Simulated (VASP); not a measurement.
# Ru: relaxation of cell and atoms with LDA

The system is Ru.

```xyz
2
Lattice="2.7058 0.0000 0.0000 -1.3529 2.3433 0.0000 0.0000 0.0000 4.2819" Properties=species:S:1:pos:R:3 pbc="T T T"
Ru    0.0000    1.5622    1.0705
Ru    1.3529    0.7811    3.2114
```

```json
{
  "Program": "VASP 6.6.1",
  "Task": "relaxation of cell and atoms",
  "Functional": "LDA",
  "Potentials or basis": "VASP PAW LDA potentials, release 64 (Ru_pv)",
  "Cutoff": "600 eV",
  "k mesh": "15 × 15 × 9",
  "Occupations": "methfessel-paxton, width 0.1 eV",
  "Spin": "no spin polarisation",
  "Further INCAR settings": "ALGO = Normal; EDIFF = 1e-06; IBRION = 2; EDIFFG = -0.01; NSW = 90; ISIF = 3"
}
```

The relaxed volume is 13.12 Å³/atom, the relaxed cell is a = 2.675 Å, b = 2.675 Å, c = 4.234 Å, α = 90.00°, β = 90.00°, γ = 120.00° and the space group after relaxing (to 0.05 Å) is P6_3/mmc (No. 194). The energy gained by relaxing is 17.1 meV/atom and the ionic steps are 7. The pressure after relaxing is -0.1 GPa. The band gap on the k mesh is none (metal or under the smearing width).

Stress tensor (GPa, compression positive):
```
-0.12  0.00  0.00
 0.00 -0.12  0.00
 0.00  0.00  0.04
```

Step by step:
```
step  energy change (eV)  largest force (eV/Å)  pressure (GPa)  volume (Å³)
   1              0.0000                0.0000          -11.65        27.15
   2              0.3880                0.0000           54.06        23.45
   3             -0.0341                0.0000           -0.58        26.28
   4             -0.0342                0.0000           -0.09        26.24
   5             -0.0342                0.0000            0.16        26.23
   6             -0.0342                0.0000           -0.44        26.27
   7             -0.0342                0.0000           -0.07        26.24
```

Final structure:
```yaml
crystal:
  lattice:
    - [2.67522, 0.00000, 0.00000]
    - [-1.33761, 2.31681, 0.00000]
    - [0.00000, 0.00000, 4.23420]
  atoms:
    - { symbol: Ru, position: [0.33333, 0.66667, 0.25000] }
    - { symbol: Ru, position: [0.66667, 0.33333, 0.75000] }
```

Levels at points of the mesh, in eV from the Fermi level:
```
           k point  band 11  band 12  band 13  band 14  band 15  band 16  band 17  band 18
(0.00, 0.00, 0.00)    -2.54    -2.01    -2.01    -1.44    -1.44     1.28     1.28     1.36
```

It took 100 s on 2 MPI ranks on Intel(R) Xeon(R) Platinum 8488C (Sapphire Rapids), with other jobs on the host, peak memory 0.18 GiB a rank.

LDA usually gives volumes a few per cent too small. Zero-point motion and thermal expansion aren't in these numbers.
